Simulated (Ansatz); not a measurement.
Level of theory: Ansatz 0.2.0, DFT PBE, scalar-relativistic, plane waves, PAW. All cells share a 420 eV cutoff and Γ-centred k meshes spaced at most about 0.3 Å⁻¹ (about 0.25 or finer for metals, 2π included). No spin polarisation.

Temperature and zero-point effects are left out.

Question: Order these relaxed structures of Cd3Te2 by energy, lowest first, with the energy over the lowest of them.
A.

```cif
data_structure
_symmetry_space_group_name_H-M 'P-4m2'
_symmetry_Int_Tables_number 115
_cell_length_a 4.6263
_cell_length_b 4.6263
_cell_length_c 9.5918
_cell_angle_alpha 90.000
_cell_angle_beta 90.000
_cell_angle_gamma 90.000
_cell_volume 205.29
loop_
_atom_site_label
_atom_site_type_symbol
_atom_site_symmetry_multiplicity
_atom_site_Wyckoff_symbol
_atom_site_fract_x
_atom_site_fract_y
_atom_site_fract_z
_atom_site_occupancy
Cd1 Cd 2 f 0.50000 0.50000 0.35853 1
Cd2 Cd 1 a 0.00000 0.00000 0.00000 1
Te1 Te 2 g 0.00000 0.50000 0.17617 1
```

B.

```cif
data_structure
_symmetry_space_group_name_H-M 'P6_3/mmc'
_symmetry_Int_Tables_number 194
_cell_length_a 4.6758
_cell_length_b 4.6758
_cell_length_c 19.8758
_cell_angle_alpha 90.000
_cell_angle_beta 90.000
_cell_angle_gamma 120.000
_cell_volume 376.33
loop_
_atom_site_label
_atom_site_type_symbol
_atom_site_symmetry_multiplicity
_atom_site_Wyckoff_symbol
_atom_site_fract_x
_atom_site_fract_y
_atom_site_fract_z
_atom_site_occupancy
Cd1 Cd 2 b 0.00000 0.00000 0.25000 1
Cd2 Cd 4 f 0.33333 0.66667 0.94778 1
Te1 Te 4 f 0.33333 0.66667 0.10164 1
```

C.

```cif
data_structure
_symmetry_space_group_name_H-M 'P6_3/mmc'
_symmetry_Int_Tables_number 194
_cell_length_a 4.3960
_cell_length_b 4.3960
_cell_length_c 18.9842
_cell_angle_alpha 90.000
_cell_angle_beta 90.000
_cell_angle_gamma 120.000
_cell_volume 317.71
loop_
_atom_site_label
_atom_site_type_symbol
_atom_site_symmetry_multiplicity
_atom_site_Wyckoff_symbol
_atom_site_fract_x
_atom_site_fract_y
_atom_site_fract_z
_atom_site_occupancy
Cd1 Cd 4 f 0.33333 0.66667 0.82206 1
Cd2 Cd 2 a 0.00000 0.00000 0.00000 1
Te1 Te 4 f 0.66667 0.33333 0.90743 1
```

D.

```cif
data_structure
_symmetry_space_group_name_H-M 'R-3m:H'
_symmetry_Int_Tables_number 166
_cell_length_a 4.3369
_cell_length_b 4.3369
_cell_length_c 26.3376
_cell_angle_alpha 90.000
_cell_angle_beta 90.000
_cell_angle_gamma 120.000
_cell_volume 429.02
loop_
_atom_site_label
_atom_site_type_symbol
_atom_site_symmetry_multiplicity
_atom_site_Wyckoff_symbol
_atom_site_fract_x
_atom_site_fract_y
_atom_site_fract_z
_atom_site_occupancy
Cd1 Cd 6 c 0.00000 0.00000 0.79831 1
Cd2 Cd 3 a 0.00000 0.00000 0.00000 1
Te1 Te 6 c 0.66667 0.33333 0.73359 1
```

Answer: A (0 meV/atom), C (21 meV/atom), D (59 meV/atom), B (70 meV/atom). Forms: A P-4m2; C P6_3/mmc; D anti-tetradymite type, R-3m; B P6_3/mmc. Counting Te atoms around Cd (those within 1.25 times the shortest such distance or 1.15 times the sum of covalent radii, 1.27 where that leaves under three; the shortest distance is added where it exceeds 1.18 times the sum of covalent radii; a slash parts the counts of unlike sites): A has Cd 2/4; C has Cd 3/6; D has Cd 3/6; B has Cd 4/6 from 4.0 Å. All come from invented guesses.

For metals, differences of a few meV/atom aren't resolved. Weakly bound directions are ill-defined at this level, which has no dispersion term (P6_3/mmc at 37.6 Å³/atom), and this can change margins and order among such cells. Spin–orbit coupling, which can matter for Te, is left out. Cells relaxed within their symmetry can be saddle points. Some types were kept out of the candidates beforehand, so the set may lack a known form.
